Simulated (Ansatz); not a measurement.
# Wurtzite SiC, size series (200 atoms) under strain: runs compared

How stiff is wurtzite SiC, size series (200 atoms), and how do its levels respond to strain?

Computed with Ansatz 0.2.0: Kohn-Sham DFT, PBE, PAW (set soft_1), plane waves.

## Step 1: The cell as built

The cell holds 200 atoms: 100 Si and 100 C. Its edges and angles: a = 15.380 Å, b = 15.380 Å, c = 10.096 Å, α = 90.0°, β = 90.0°, γ = 120.0°. It derives from SiC (wurtzite), repeated 5×5×2. Wurtzite SiC (a = 3.076 Å, c = 5.048 Å), 5 x 5 x 2 conventional cells; every coordinate displaced by a Gaussian of 0.08 Å.

Limits known from the start: Sampling is at Γ alone.

## Step 2: The reference run

The reference is a single point at the end of the relaxation.

Every strained cell starts from the geometry of this run, and its atoms are relaxed with the cell held.

Its input, with most atom lines left out:

```yaml
crystal:
  lattice:
    - [15.45972, 0.0, 0.0]
    - [-7.72986, 13.3885, 0.0]
    - [0.0, 0.0, 10.15427]
  atoms:
    - { symbol: Si, position: [0.99961, 0.9999, 0.00081] }
    - { symbol: C, position: [0.06628, 0.13323, 0.06267] }
    - { symbol: Si, position: [0.06628, 0.13323, 0.25081] }
    - { symbol: C, position: [0.99961, 0.9999, 0.31267] }
    - { symbol: Si, position: [0.99961, 0.9999, 0.50081] }
    - { symbol: C, position: [0.06628, 0.13323, 0.56267] }
    - { symbol: Si, position: [0.06628, 0.13323, 0.75081] }
    [... atom lines 8 to 200 left out ...]
kpoints:
  mp_grid: { grid: [1, 1, 1] }
hamiltonian:
  xc: pbe
  pseudopotentials: { kind: paw, azcp: { folder: soft_1 } }
scf:
  occupations: { method: fixed }
output:
  forces: true
  stress: true
  populations: true
  dos:
    method: { smearing: { sigma: 0.08 } }
    de: 0.1
    projected: { site_lists: { C: [C], Si: [Si] } }
  eigenvalues: true
  write_density: true
  write_potential: true
  volumetric_format: npy
  elf: true
```

| Property | Result |
| --- | --- |
| free energy per atom | -443.5710 eV/atom |
| r.m.s. force component | 0.00037 eV/Å |
| pressure | -0.002053 GPa |

Filled and empty levels are parted by 2.92 eV at Γ alone; the mesh holds the band edges only if they fold onto it, so the gap at this level can be narrower or closed, while semilocal functionals tend to narrow gaps against experiment.

## Step 3: The runs

Each row is one run, on 4 threads of AMD EPYC 9B14 (Zen 4), shared host. The free energy is the program's total, comparable only between runs with the same functional, potentials and atoms.

| run | atoms | outcome | ionic steps, all passes | free energy (eV) | time | host memory (GiB) |
| --- | --- | --- | --- | --- | --- | --- |
| Single point at the start | 200 | converged | - | -88664.187 | 30 s | 3.2 |
| Cell and atoms relaxed | 200 | converged | 7 | -88714.205 | 2.3 min | 3.2 |
| Single point at the relaxed geometry | 200 | converged | - | -88714.205 | 47 s | 3.3 |
| Volume -3 % | 200 | converged | 2 | -88712.886 | 51 s | 3.2 |
| Volume +3 % | 200 | converged | 2 | -88712.999 | 53 s | 3.3 |
| Volume -6 % | 200 | converged | 2 | -88708.625 | 50 s | 3.1 |
| Volume +6 % | 200 | converged | 2 | -88709.626 | 53 s | 3.4 |
| Volume -10 % | 200 | converged | 2 | -88697.571 | 47 s | 3.0 |
| Stretched by 1 % along x | 200 | converged | 2 | -88713.875 | 62 s | 3.4 |
| Compressed by 1 % along x | 200 | converged | 3 | -88713.878 | 85 s | 3.4 |
| Sheared by 2 % in xy | 200 | converged | 3 | -88713.694 | 74 s | 3.2 |

In some runs the program notes that positions were snapped to a detected symmetry, the SCF threshold is loose for the stress and the atoms just miss a symmetry operation.

## Step 4: Pressure against volume

Atoms are relaxed at each volume, in the scaled cell.

| volume change (%) | volume (Å³/atom) | energy change (meV/atom) | pressure (GPa) | largest move on relaxing (Å) | bonds | gap (eV) |
| --- | --- | --- | --- | --- | --- | --- |
| -10 | 9.458 | 83.17 | 27.63 | 0.00 | 400 | 2.81 |
| -6 | 9.878 | 27.90 | 14.92 | 0.00 | 400 | 2.86 |
| -3 | 10.194 | 6.59 | 6.91 | 0.00 | 400 | 2.89 |
| +0 | 10.509 | 0.00 | 0.00 | - | 400 | 2.92 |
| +3 | 10.824 | 6.03 | -5.96 | 0.00 | 400 | 2.91 |
| +6 | 11.139 | 22.89 | -11.09 | 0.00 | 400 | 2.86 |

## Step 5: Uniaxial strain and shear

Stress (GPa, compression positive) less that of the relaxed cell, atoms relaxed:

| strain | xx | yy | zz | xy | energy change (meV/atom) |
| --- | --- | --- | --- | --- | --- |
| stretched by 1 % along x | -5.036 | -0.901 | -0.330 | 0.000 | 1.65 |
| compressed by 1 % along x | 5.083 | 1.075 | 0.465 | 0.000 | 1.64 |
| sheared by 2 % in xy | -0.027 | 0.109 | -0.020 | -3.876 | 2.55 |

## Step 6: Outcome

The bulk modulus, from the slope of pressure against ln V over the three points nearest the relaxed volume, is 214 GPa; a quadratic over all points gives a pressure derivative of about 4.2. The gap goes from 2.81 eV at the smallest volume to 2.86 eV at the largest, not monotonically (lowest 2.81, highest 2.92 eV), on the run's k-points. In the Cartesian axes of the cell, finite differences give C11 = 506, C12 = 98.8, C13 = 39.8 and C66 = 194 GPa (the shear of 2 % is the engineering strain, εxy = 0.01).

Caveats: Strains are finite and relaxations stop at the force tolerance of the input, which can leave moduli too stiff; they are those of a static cell at zero temperature. Volumes are changed with the cell's shape held, so in an anisotropic solid the modulus lies over the one under free hydrostatic load. The program notes that the SCF threshold of the relaxations is loose for the stress.

The DFT runs together took 11 min of wall time.

[Logs are printed without paths, hosts, clocks, repeated set-up lines and the standing remarks that a program may print on its own settings, such as how far it seeks lower states.]

[Hosts, paths, dates, database ids (printed as entryN), source tags and the programs' standing remarks are cut or masked in the printed files.]
